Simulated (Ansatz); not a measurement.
# Cr (P6_3/mmc) in Ansatz: further runs, part 2 of 2

Ansatz 0.2.0. Earlier steps stand in the parts before.

## 3. Single point, PBEsol, collinear spin, ferromagnetic start

input.yaml

```yaml
crystal:
  lattice:
    - [2.714, 0.0, 0.0]
    - [-1.357, 2.3503929459, 0.0]
    - [0.0, 0.0, 4.41]
  atoms:
    - { symbol: Cr, position: [0.6666666667, 0.3333333333, 0.75], spin: 2.25 }
    - { symbol: Cr, position: [0.3333333333, 0.6666666667, 0.25], spin: 2.25 }
hamiltonian:
  xc: pbesol
  pseudopotentials: { kind: paw }
magnetization:
  spin_polarized: true
  initial_magnetization: 4.5
  spin_locking: { lock_magnetization: hard }
kpoints:
  mp_grid: { grid: [9, 9, 5] }
scf:
  occupations: { method: fermi_dirac, width: 0.05 }
  lower_state_search: "off"
output:
  forces: true
  stress: true
  eigenvalues: true
```

Potentials or basis: Ansatz PAW.

Launch:

```sh
> ansatz run input.yaml --threads 2 --pin off --max-ram 5632MiB --backend cpu --events-out ev --progress --plain --runs-dir out
```

The log of the run:

```text
Warning: output.stress: scf.convergence.dr2_threshold = 1e-7 eV (the SCF's general default) is looser than the 2e-10 eV advised for a printed stress (1e-10 eV for each atom of the cell: 2). What an SCF threshold leaves in a stress goes as its square root, and in the free energy as the threshold itself, and one threshold admits the most on a small cell: of the crystals measured, under no hybrid functional and no lock of the moments, on runs that ended without the residual-converged pass, on stresses that held no estimate of that error, the worst erred by over 100 MPa in a component at 1e-7 eV an atom and by under 5 at 1e-10. Set scf.convergence.dr2_threshold to 2e-10 eV or tighter. The threshold is an SCF's pass mark: one that does not reach it within its budget of iterations ends unconverged, or closes short of it on a stop that the run arms, and scf.convergence.dr2_threshold's page says what that costs each kind of run
Warning: RAYON_NUM_THREADS=2 ignored (pool sized by the plan → 2); use --threads N
Engine: ansatz 0.2.0, aarch64-unknown-linux-gnu
Pseudopotentials: kind: paw
Pseudopotential: Cr, paw, valence charge 14, recommended cutoff 420 eV (normal), Cr.paw.azcp
Functional definition: PBEsol
  exchange = pbesol_x
  correlation = pbesol_c
Crystal: 2 atoms, lattice volume = 28.131 Å³
Basis set: ecut = 420 eV, 549 PW (Γ), exchange–correlation on 40×40×60 points (8 copies of the dense FFT grid, shifted against one another)
Bands: 21, of which v1, the nominal top of the filled ones, is band 14 counted from 1 (13 counted from 0)
Symmetry: 24 space group operations
Space group: P63/mmc (ITA 194), of the structure as read, at distance tolerance 3.0e-5 Å
Magnetic group: BNS 194.263 (UNI 1493), of the structure as read, at distance tolerance 3.0e-5 Å
k-points: 36 of 405
Non-local potential: Cr, projectors of the file, l = 0: 3, l = 1: 2, l = 2: 3, l = 3: 1
PAW form: soft (Blöchl's): semilocal exchange-correlation on the pseudo side does not see the compensation charge
PAW frozen core: Cr, regenerated for the run's functional, and the local potential with it (the file was generated under x = pbe(κ = 0.804, μ = 0.2195149727645171), c = pbe(β = 0.06672455060314922))
PAW one-centre angular grid: Cr, 590 points (default); XC on 64 Gauss nodes
Initial density: superposition of atomic densities (chi_scale 0.1, normalization cell)
Starting moments: Σ|m| = 4.5 μB on 2 of 2 sites
Initial wavefunctions: pseudopotential atomic-orbital guess
Functional: x = pbesol(κ = 0.804, μ = 0.12345679012345678), c = pbesol(β = 0.046)
SCF iter   1: F=—  HF=-6699.157849 eV  |F-HF|=—  |Δ(HF+E_count)|=         —  Δρ=1.46e-1 (↑1.46e-1 ↓6.44e-2)  dr2=1.06e1  dr2_m=5.72e-1  M=4.500 μB ∫|m|=4.500 μB  β_m=0.30  ethr=3.10e-3  ⟨swp⟩=3.7  Hψ=5304  notcnv=0
preconditioner: auto → none  [metal: Δε(μ)=0.043 eV  Ē_g=5.729 eV  σ=0.050 eV  W_gap=0.21  n_scr=8 (ndim 8)  ℏωp=24.3 eV  f_vac=0.000  D(μ)=2.59/eV (n_scr^D=34)  sad-step TF]
SCF iter   2: F=—  HF=-6697.125663 eV  |F-HF|=—  |Δ(HF+E_count)|=    2.03e0  Δρ=7.07e-2 (↑7.07e-2 ↓3.70e-2)  dr2=2.86e0  dr2_m=1.58e-1  M=4.500 μB ∫|m|=4.500 μB  β_m=0.44  ethr=3.10e-3  ⟨swp⟩=2.0  Hψ=3391  notcnv=0  defer=47
[... 10 lines left out ...]
Stability checked in part: among states of this total moment the steps that led to this state did not find it unstable. No probe was made; neither looks for a lower state of another moment (fixed_total_moment; see scf.lower_state_search)
Magnetization: 4.5000 μB (16.2500 up, 11.7500 down)
Absolute magnetization: 4.5006 μB (∫|ρ↑−ρ↓|, with the PAW one-centre terms)
Spin contamination: 0.0126 ħ² per cell (⟨S²⟩ above its minimum at these occupations)
Per-site moments (μB) at R_I (Å): [(2.0568659796922346, 1.1158327308725133), (2.0568659796922346, 1.1158327308725133)]
Free energy (F): -6696.436240 eV
Harris-Foulkes:  -6696.436240 eV  (|F-HF|=2.38e-9)
Internal energy: -6696.409774 eV  (E = F + TS)
E sigma→0 (E₀):  -6696.423007 eV
Entropy (-TS):   -0.026466 eV (-13.233 meV/atom)
Fermi energy:    15.420591 (↑ 15.824131, ↓ 15.017052) eV
--- Per-component energies (eV) ---
  E_band       = -387.104673
  E_kinetic    = 680.589622
  E_local      = -2707.274470  (includes V_loc(G=0)·N_el)
  E_nonlocal   = 163.856729
  E_hartree    = 1153.568846
  E_xc         = -274.500043
  E_vxc        = -351.513627  (∫ρ·V_xc dr)
  E_paw        = -2336.149257  (= ΣΔE_a)
  E_vpaw       = -479.894414  (= ΣTr[D̂ρ^β])
  E_aug_tail   = 0.000765  (compensation charges beyond the density's cutoff)
  E_ewald      = -3376.821965
  E_core_change = 0.319999  (= ΣΔE_core)
  E_smearing   = -0.026466  (= −TS)
  E_closure    = -0.000000  (closes the sum)
  Σ components = -6696.436240   (vs F -6696.436240, Δ=0.00e0)
--- Forces (eV/Å), atoms counted from 1 ---
  atom   1  Cr     0.00000000     0.00000000     0.00000000
  atom   2  Cr    -0.00000000    -0.00000000     0.00000000
  max |Σ_I F_I| component: 1.85e-17 eV/Å
--- Stress (GPa, compression-positive) ---
      -13.287326      -0.000000       0.000000
        0.000000     -13.287326       0.000000
        0.000000       0.000000     -20.184661
  P = ⅓ Tr σ = -15.5864 GPa (-155.864 kbar)
--- Band table (eV; the first three rows and the last of 72) ---
  k-point 0 ↑: bands = ["-56.7895", "-56.6990", "-28.4853", "-28.0032", "-28.0032", "-27.9893", "-27.9350", "-27.9350", "7.6771", "11.2297", "14.1668", "14.2234", "14.2234", "14.5954", "14.5954", "14.9598", "14.9598", "15.2294", "16.2169", "16.2169", "22.1133"]
  k-point 1 ↑: bands = ["-56.7809", "-56.7077", "-28.4390", "-28.0377", "-27.9967", "-27.9967", "-27.9415", "-27.9415", "8.0274", "11.0696", "14.0405", "14.1308", "14.1308", "14.4515", "14.4734", "14.4734", "15.2167", "15.2167", "16.1960", "16.1960", "23.6234"]
  k-point 2 ↑: bands = ["-56.7584", "-56.7304", "-28.3167", "-28.1634", "-27.9797", "-27.9797", "-27.9586", "-27.9586", "9.0002", "10.2654", "13.7053", "13.7664", "14.0977", "14.0977", "14.2410", "14.2410", "15.6740", "15.6740", "16.0382", "16.0382", "26.8017"]
  k-point 35 ↓: bands = ["-54.5907", "-54.5907", "-26.2917", "-26.2917", "-26.2059", "-26.1571", "-25.9941", "-25.9941", "14.0753", "14.1724", "14.2418", "14.2418", "15.0974", "15.0974", "16.7258", "17.1444", "18.2465", "18.2465", "22.4800", "22.4800", "23.3679"]
```

Run time: 1.5 s. Hardware: 2 threads of Arm Neoverse V1, shared host; peak memory 0.28 GiB.

What came out:

| Property | Result |
| --- | --- |
| Free energy | -6696.4362 eV |
| Pressure | -15.6 GPa |
| Net moment | 4.50 μB per cell |
| Absolute moment | 4.50 μB per cell |
| Site moments | Cr +2.06 μB |

Caveat: the total moment is fixed, so each spin has its own Fermi level; the PAW data sets come from PBE, with cores solved anew for the run's functional, which leaves a small shift of forces and pressure; the thresholds are loose for stress.

## 4. Single point, PBEsol, collinear spin, ferromagnetic start

input.yaml

```yaml
crystal:
  lattice:
    - [2.714, 0.0, 0.0]
    - [-1.357, 2.3503929459, 0.0]
    - [0.0, 0.0, 4.41]
  atoms:
    - { symbol: Cr, position: [0.6666666667, 0.3333333333, 0.75], spin: 3.0 }
    - { symbol: Cr, position: [0.3333333333, 0.6666666667, 0.25], spin: 3.0 }
hamiltonian:
  xc: pbesol
  pseudopotentials: { kind: paw }
magnetization:
  spin_polarized: true
  initial_magnetization: 6.0
  spin_locking: { lock_magnetization: hard }
kpoints:
  mp_grid: { grid: [9, 9, 5] }
scf:
  occupations: { method: fermi_dirac, width: 0.05 }
  lower_state_search: "off"
output:
  forces: true
  stress: true
  eigenvalues: true
```

Launch:

```sh
> ansatz run input.yaml --threads 2 --pin off --max-ram 5632MiB --backend cpu --events-out ev --progress --plain --runs-dir out
```

Wall time 1.5 s (2 threads of Arm Neoverse V1, shared host); peak memory 0.28 GiB.

The run converged. Its results:

```
Free energy     : -6695.6675 eV
Pressure        : 0.8 GPa
Net moment      : 6.00 μB per cell
Absolute moment : 6.00 μB per cell
Site moments    : Cr +2.70 μB
```

Stress tensor (GPa, compression positive):
```
 1.95  0.00  0.00
 0.00  1.95  0.00
 0.00  0.00 -1.36
```

Caveat: the total moment is fixed, so each spin has its own Fermi level; the PAW data sets come from PBE, with cores solved anew for the run's functional, which leaves a small shift of forces and pressure; the thresholds are loose for stress.

## 5. Single point, PBEsol, collinear spin, ferromagnetic start

input.yaml

```yaml
crystal:
  lattice:
    - [2.714, 0.0, 0.0]
    - [-1.357, 2.3503929459, 0.0]
    - [0.0, 0.0, 4.41]
  atoms:
    - { symbol: Cr, position: [0.6666666667, 0.3333333333, 0.75], spin: 3.75 }
    - { symbol: Cr, position: [0.3333333333, 0.6666666667, 0.25], spin: 3.75 }
hamiltonian:
  xc: pbesol
  pseudopotentials: { kind: paw }
magnetization:
  spin_polarized: true
  initial_magnetization: 7.5
  spin_locking: { lock_magnetization: hard }
kpoints:
  mp_grid: { grid: [9, 9, 5] }
scf:
  occupations: { method: fermi_dirac, width: 0.05 }
  lower_state_search: "off"
output:
  forces: true
  stress: true
  eigenvalues: true
  write_density: true
  write_potential: true
  elf: true
  volumetric_format: npy
```

Launch:

```sh
> ansatz run input.yaml --threads 2 --pin off --max-ram 5632MiB --backend cpu --events-out ev --progress --plain --runs-dir out
```

Run time: 1.9 s. Hardware: 2 threads of Arm Neoverse V1, shared host; peak memory 0.29 GiB.

It converged, with:

* Free energy: -6694.6313 eV
* Pressure: 21.1 GPa
* Net moment: 7.50 μB per cell
* Absolute moment: 7.50 μB per cell
* Site moments: Cr +3.33 μB

Stress tensor (GPa, compression positive):
```
20.07  0.00  0.00
 0.00 20.07  0.00
 0.00  0.00 23.20
```

Caveat: the total moment is fixed, so each spin has its own Fermi level; the PAW data sets come from PBE, with cores solved anew for the run's functional, which leaves a small shift of forces and pressure; the thresholds are loose for stress.

## 6. The runs side by side

```tsv
fixed moment (μB)	pressure (GPa)	moment (μB)
3.0	-26.7	3.00
4.5	-15.6	4.50
6.0	0.8	6.00
7.5	21.1	7.50
```

Alike in all rows: task single point; level PBEsol; potentials or basis Ansatz PAW; spin collinear, ferromagnetic start; cell as given; k mesh 9 × 9 × 5; cutoff (eV) 420; smearing fermi-dirac 0.05 eV.

Caveats: the total moment is fixed, so each spin has its own Fermi level; the PAW data sets come from PBE, with cores solved anew for the run's functional, which leaves a small shift of forces and pressure; the thresholds are loose for stress.

Absolute energies hang on the potentials; compare differences alone.
